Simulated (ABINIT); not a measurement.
LiH:

```xyz
2
Lattice="0.0000 2.0368 2.0368 2.0368 0.0000 2.0368 2.0368 2.0368 0.0000" Properties=species:S:1:pos:R:3 pbc="T T T"
Li    0.0000    0.0000    0.0000
H     2.0368    2.0368    2.0368
```

Base run:

```yaml
Program: ABINIT 10.8.3 (patched build)
Functional: LDA
Potentials_or_basis: PseudoDojo NC SR LDA v0.4.1 standard
Cutoff: 816 eV
k_mesh: 8 × 8 × 8
Occupations: fermi-dirac, width 0.05 eV
Spin: no spin polarisation
```

Its results: band gap on the k mesh 2.66 eV, direct.

Problem. The run is repeated on the same cell with these changes: functional from LDA to PBEsol; potentials or basis from PseudoDojo NC SR LDA v0.4.1 standard to PseudoDojo NC SR PBEsol v0.4.1 standard; cutoff from 816 eV to 898 eV. What comes out?

Solution. Band gap on the k mesh 2.79 eV, direct.

A k mesh can miss the band edges.
